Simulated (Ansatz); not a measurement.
Runs of Ansatz 0.2.0 on Co. The structure is hexagonal, space group P6_3/mmc (No. 194). Conventional cell: a = 2.472 Å, b = 2.472 Å, c = 4.021 Å, α = 90.00°, β = 90.00°, γ = 120.00°. Co (site symmetry -6m2) is surrounded by 12 Co at 2.47 Å. 

```csv
task,level,cell,k mesh,smearing,points for each segment of the path,mesh quality,gap on the mesh (eV),pressure (GPa),moment (μB),relaxed volume (Å³/atom)
band structure,RPBE,as given,12 × 12 × 7,fermi-dirac 0.05 eV,14,not flagged,none,10.9,3.24,-
relaxation of cell and atoms,LDA,relaxed,12 × 12 × 7,fermi-dirac 0.05 eV,-,not flagged,-,0.0,(a),10.00
relaxation of cell and atoms,RPBE+D3(BJ),relaxed,12 × 12 × 7,fermi-dirac 0.05 eV,-,not flagged,-,0.0,3.01,9.72
single point,PBE,as given,12 × 12 × 7,gaussian 0.012 eV,-,not flagged,none,(c),3.22,-
relaxation of cell and atoms,HSE06,relaxed,6 × 6 × 4,fermi-dirac 0.05 eV,-,coarse,none,0.0,(b),10.82
```

Alike in all rows: potentials or basis Ansatz PAW; spin collinear, ferromagnetic start; cutoff (eV) 420.

**Question.** Fill in the values left out.

**Answer.** (a) 2.98; (b) 3.70; (c) 4.7.

Caveats: some runs use coarse meshes; the PAW data sets come from PBE, with cores solved anew for the run's functional, which leaves a small shift of forces and pressure (some runs); the plane-wave basis is chosen anew once the cell has moved, so the energies of steps on either side of that aren't comparable (some runs); the magnetic or orbital state may not be the lowest (some runs).

A gap of «none» marks a metal or a gap under the smearing width.
